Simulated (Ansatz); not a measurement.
# Mg2S3: the cost of one run

Method: DFT PBE, scalar-relativistic, plane waves, PAW, unless a step names another level, in Ansatz 0.2.0.

11 further runs of the same task are left out: 11 set aside as unsound or not needed.

**1. What the formula suggests**

Pauling electronegativities: Mg 1.31, S 2.58 (spread 1.27). No set of common oxidation states balances it. Tabulated atomic sizes suggest about 20 Å³/atom. 38 candidates were drawn, by swapping species into database cells of other compounds, at random by space group and Wyckoff sites, or by hand, as the table says:

```tsv
name	made from	space group no.	Wyckoff sites	atoms (primitive cell)	V (Å³/atom)
c01	random	141	Mg 8c; S 8d, 4a	10	20.9
c02	built by hand: rhombohedral MgS/MgS2 intergrowth	166	Mg 6c; S 3a, 6c	5	19.9
c03	database cell of La2Co3	64	Mg 8f; S 8e, 4a	10	22.0
c04	random	63	Mg 8d; S 8e, 4c	10	24.1
c05	random	134	Mg 4g; S 2b, 4f	10	20.5
c06	random	166	Mg 6c; S 6c, 3b	5	25.0
c07	random	166	Mg 6c; S 9e	5	25.3
c08	random	115	Mg 2g; S 2g, 1c	5	22.9
c09	random	74	Mg 8g; S 4e, 4c, 4a	10	23.2
c10	random	194	Mg 2c, 2b; S 6g	10	22.8
c11	random	71	Mg 2c, 4j, 2b; S 8k, 2a, 2d	10	22.8
c12	built by hand: trigonal-prismatic sulfide-disulfide layers	164	Mg 2d; S 2c, 1a	5	19.9
c13	random	156	Mg 1b, 1a; S 1a, 1c, 1a	5	23.7
c14	database cell of In3Ni2	164	Mg 2d; S 2d, 1a	5	19.1
c15	random	183	Mg 2b, 2b; S 6d	10	23.5
c16	random	123	Mg 2h; S 2f, 1b	5	21.1
c17	random	225	Mg 4a, 4b, 8c; S 24e	10	21.4
c18	database cell of Tm2S3	167	Mg 12c; S 18e	10	21.3
c19	built by hand: rocksalt/CaC2-type intergrowth	123	Mg 1a, 1d; S 2g, 1c	5	20.0
c20	database cell of Ti2Pd3	63	Mg 8g; S 8g, 4c	10	22.2
c21	random	123	Mg 2e; S 2f, 1b	5	25.2
c22	database cell of Hf3Si2	127	Mg 4g; S 4h, 2a	10	21.0
c23	random	227	Mg 16d; S 8b, 16c	10	21.8
c24	random	191	Mg 2e; S 3g	5	23.5
c25	database cell of Ni3S2	155	Mg 6c; S 9e	5	18.3
c26	random	191	Mg 2e; S 2c, 1a	5	20.9
c27	random	47	Mg 1e, 1f; S 2t, 1h	5	23.2
c28	database cell of Er2Se3	115	Mg 2g; S 2g, 1b	5	19.3
c29	random	131	Mg 2e, 2c; S 4i, 2d	10	23.3
c30	random	99	Mg 1a, 1b; S 2c, 1a	5	21.6
c31	random	63	Mg 8e; S 8f, 4a	10	20.4
c32	built by hand: orthorhombic rocksalt with in-plane dimers	47	Mg 1h, 1a; S 2n, 1f	5	19.8
c33	database cell of Ti3C2	194	Mg 4f; S 4f, 2a	10	18.9
c34	database cell of Dy3Ru2	176	Mg 2d, 2b; S 6h	10	23.9
c35	database cell of Mg2C3	12	Mg 4i; S 4i, 2d	5	17.0
c36	database cell of Hf2Te3	148	Mg 3b, 6c, 3a; S 18f	10	20.6
c37	built by hand: corundum	167	Mg 12c; S 18e	10	20.0
c38	random	221	Mg 3d, 1a; S 6e	10	23.9
```

**2. Screening run of c02**

The input, input.yaml:

```yaml
crystal:
  lattice:
    - [1.85, 1.068098, 8.4]
    - [-1.85, 1.068098, 8.4]
    - [0.0, -2.136196, 8.4]
  atoms:
    - { symbol: Mg, position: [0.2756, 0.2756, 0.2756] }
    - { symbol: Mg, position: [0.7244, 0.7244, 0.7244] }
    - { symbol: S, position: [0.0, 0.0, 0.0] }
    - { symbol: S, position: [0.4583, 0.4583, 0.4583] }
    - { symbol: S, position: [0.5417, 0.5417, 0.5417] }
basis:
  ecutwfc: 420
kpoints:
  mp_grid: { grid: [5, 5, 5] }
hamiltonian:
  xc: pbe
scf:
  occupations: { method: gaussian, width: 0.2 }
  lower_state_search: "off"
output:
  forces: true
  stress: true
  eigenvalues: true
relax:
  adjacent_minimum: "off"
  f_tol: 0.08
  max_steps: 16
  cell: { stress_tol: 0.8 }
```

Run with:

```sh
$ ansatz run input.yaml --threads 1 --pin off --max-ram 2560MiB --backend cpu --events-out ev --progress --plain --runs-dir out
```

What time and memory should one allow on 1 thread of Intel Xeon at 2.70GHz, shared host?

About 14 s, with a peak of 0.38 GiB.
